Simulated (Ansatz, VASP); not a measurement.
# PtSe: VASP beside Ansatz

```
Pt Se
1.0
     3.70187    0.00000    0.00000
    -1.85094    3.20591    0.00000
     0.00000    0.00000    3.61284
Pt Se
1 1
Cartesian
  0.0000 0.0000 0.0000
  1.8509 1.0686 1.8064
```

The cell comes from a database or a generator and needn't be the stable form of this composition.

Alike in both runs: task single point; functional LDA; k mesh 6 × 6 × 5; occupations gaussian, width 0.05 eV; collinear spin; Hubbard terms Pt d U = 2.0 eV.

|  | VASP | Ansatz |
| --- | --- | --- |
| version | VASP 6.6.1 | Ansatz 0.2.0 |
| potentials or method | VASP PAW LDA potentials, release 64 (Pt, Se), cutoff 520 eV | all-electron LAPW, scalar-relativistic |

Ansatz gave:

- gap on the k mesh at the Fermi level (eV): none
- pressure (GPa): -18.5
- largest component of the traceless stress (GPa): 3.99
- net moment per atom (μB): 0.00

Q: Which values does VASP return?

A: gap on the k mesh at the Fermi level (eV): none; pressure (GPa): -19.3; largest component of the traceless stress (GPa): 4.22; net moment per atom (μB): 0.00.

The programs project onto different local orbitals, so the same U acts differently. A gap of «none» marks a metal or a gap that the smearing closes. Ansatz ran all-electron here, so the differences hold the error of VASP's frozen core and of both bases.

Caveats: the k mesh is thin for a metal, which can move the energy by tens of meV per atom (Ansatz); U is the effective U less J, on atomic orbitals that reach past the spheres (Ansatz); the starting moments weren't kept (Ansatz). Spin-orbit coupling is left out, which matters for the levels of Pt. The state reached can hang on the start; a lower one may exist.
